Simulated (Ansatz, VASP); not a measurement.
**SiC in VASP and in Ansatz**

```
CELL_PARAMETERS angstrom
0.00000 2.13512 2.13512
2.13512 0.00000 2.13512
2.13512 2.13512 0.00000
ATOMIC_POSITIONS crystal
Si 0.00000 0.00000 0.00000
C 0.75000 0.75000 0.75000
```

Change from the starting cell: strain -0.025 along x and y, -0.025 along z, atoms carried along.

Alike in both runs: task single point; functional PBE; k mesh 10 × 10 × 10; occupations gaussian, width 0.05 eV; no spin polarisation.

```csv
,VASP,Ansatz
version,VASP 6.6.1,Ansatz 0.2.0
potentials or method,"VASP PAW PBE potentials, release 64 (Si, C)","scalar-relativistic, plane waves, PAW"
plane-wave cutoff (eV),520,420
valence electrons in the cell,8,8
```

```csv
,VASP,Ansatz,Ansatz less VASP
gap on the k mesh at the Fermi level (eV),1.30,1.30,+0.002
least direct gap on the mesh (eV),4.60,4.61,+0.006
pressure (GPa),18.6,18.7,+0.09
```

Caveats: so large a pressure means that the cell lies far from this level's equilibrium, or that cutoff or potentials fall short (VASP). A k mesh can miss the band edges.
